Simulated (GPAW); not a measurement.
Wanted: an ASE script for a GPAW 26.7.0 run.

| Quantity | Value |
| --- | --- |
| Task | band structure |
| Functional | vdW-DF2 |
| Potentials or basis | GPAW PAW data sets (gpaw-data 1.2.1) |
| Cutoff | 600 eV |
| Basis | pw |
| k mesh | 7 × 7 × 7 |
| Occupations | fermi-dirac, width 0.05 eV |
| Spin | no spin polarisation |
| Maxiter | 150 |
| Band path | GXWKGLUWLK,UX |
| Band points | 100 |

The structure of ZnS lies in ZnS.xyz:

```xyz
2
Lattice="0.0000000000 2.7020000000 2.7020000000 2.7020000000 0.0000000000 2.7020000000 2.7020000000 2.7020000000 0.0000000000" Properties=species:S:1:pos:R:3 pbc="T T T"
Zn     4.0530000000      4.0530000000      4.0530000000
S      0.0000000000      0.0000000000      0.0000000000
```

The input as run:

run.py

```python
from ase.dft.bandgap import bandgap
from ase.io import read, write
from gpaw import GPAW, PW

atoms = read('ZnS.xyz')

calc = GPAW(mode=PW(600),
            xc={'name': 'vdW-DF2', 'backend': 'libvdwxc'},
            kpts={'size': (7, 7, 7), 'gamma': True},
            occupations={'name': 'fermi-dirac', 'width': 0.05},
            nbands=18,
            convergence={'density': 1e-05, 'energy': 1e-05},
            maxiter=150,
            txt='gpaw.txt')
atoms.calc = calc
energy = atoms.get_potential_energy()
forces = atoms.get_forces()
calc.write('gs.gpw')
write('result.traj', atoms)
print(f'Energy: {energy:.6f} eV')
print('Forces (eV/A):')
print(forces.round(4))
print('Fermi level:', round(calc.get_fermi_level(), 4), 'eV')
print(f'Gap: {bandgap(calc)[0]:.4f} eV, direct: {bandgap(calc, direct=True)[0]:.4f} eV')

path = atoms.cell.bandpath('GXWKGLUWLK,UX', npoints=100, eps=1e-4)
bs_calc = calc.fixed_density(kpts=path, symmetry='off', nbands=28,
                             convergence={'bands': 'CBM+6.0', 'eigenstates': 1e-6}, txt='bands.txt')
bs = bs_calc.band_structure()
bs.write('bs.json')
print(f'Gap on the path: {bandgap(bs_calc)[0]:.4f} eV')
```

Potentials or basis: GPAW PAW data sets (gpaw-data 1.2.1), pw.

The run is started by

```sh
$ OMP_NUM_THREADS=1 python run.py
```

Results of the run:

```
Band gap on the k mesh  : 2.09 eV, direct
Band gap along the path : 2.09 eV, direct
```

Caveat: the PAW data sets were made with another functional, which shifts forces and pressure a little.

Wall time 47 s on 1 thread of Arm Neoverse V2, on a shared host, peak memory 0.28 GiB.
